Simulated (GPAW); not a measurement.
Wanted: an ASE script for a GPAW 26.7.0 run.

```yaml
Task: band structure
Functional: PBEint
Potentials_or_basis: PAW data sets generated in the run's folder for this functional
Cutoff: 800 eV
Basis: pw
k_mesh: 10 × 10 × 10
Occupations: fermi-dirac, width 0.05 eV
Spin: no spin polarisation
Maxiter: 150
Band_path: GXWKGLUWLK,UX
Band_points: 100
```

BP:

```
P B
1.0
     0.00000    2.26900    2.26900
     2.26900    0.00000    2.26900
     2.26900    2.26900    0.00000
P B
1 1
Direct
  0.25000 0.25000 0.25000
  0.00000 0.00000 0.00000
```

These files were run (other wordings do the same):

run.py

```python
from ase.dft.bandgap import bandgap
from ase.io import write
from ase.spacegroup import crystal
from ase.units import GPa
from gpaw import GPAW, PW, setup_paths

setup_paths.insert(0, '.')

# P 4c
# B 4a
atoms = crystal(['P', 'B'],
                basis=[[0.25, 0.25, 0.25],
                       [0.0, 0.0, 0.0]],
                spacegroup=216, setting=1,  # F-43m
                cellpar=[4.538, 4.538, 4.538, 90.0, 90.0, 90.0],
                primitive_cell=True)

calc = GPAW(mode=PW(800),
            xc='GGA_X_PBEINT+GGA_C_PBEINT',
            kpts={'size': (10, 10, 10), 'gamma': True},
            occupations={'name': 'fermi-dirac', 'width': 0.05},
            nbands=11,
            convergence={'density': 1e-05, 'energy': 1e-05},
            maxiter=150,
            txt='gpaw.txt')
atoms.calc = calc
energy = atoms.get_potential_energy()
forces = atoms.get_forces()
stress = atoms.get_stress()
calc.write('gs.gpw')
write('result.traj', atoms)
print(f'Energy: {energy:.6f} eV')
print('Forces (eV/A):')
print(forces.round(4))
print('Stress (GPa):', (stress / GPa).round(3))
print('Fermi level:', round(calc.get_fermi_level(), 4), 'eV')
print(f'Gap: {bandgap(calc)[0]:.4f} eV, direct: {bandgap(calc, direct=True)[0]:.4f} eV')

path = atoms.cell.bandpath('GXWKGLUWLK,UX', npoints=100, eps=1e-4)
bs_calc = calc.fixed_density(kpts=path, symmetry='off', nbands=19,
                             convergence={'bands': 'CBM+6.0', 'eigenstates': 1e-6}, txt='bands.txt')
bs = bs_calc.band_structure()
bs.write('bs.json')
print(f'Gap on the path: {bandgap(bs_calc)[0]:.4f} eV')
```

Potentials or basis: PAW data sets generated in the run's folder for this functional, pw.

Launch:

```console
$ gpaw-setup -f GGA_X_PBEINT+GGA_C_PBEINT B P
$ OMP_NUM_THREADS=1 python run.py
```

It gave:

```json
{"Pressure": "-0.5 GPa", "Band gap on the k mesh": "1.12 eV, indirect (least direct gap 3.35 eV)", "Band gap along the path": "1.12 eV, indirect (least direct gap 3.35 eV)"}
```

Wall time 26 s on 1 thread of Arm Neoverse V2, on a shared host, peak memory 0.22 GiB.
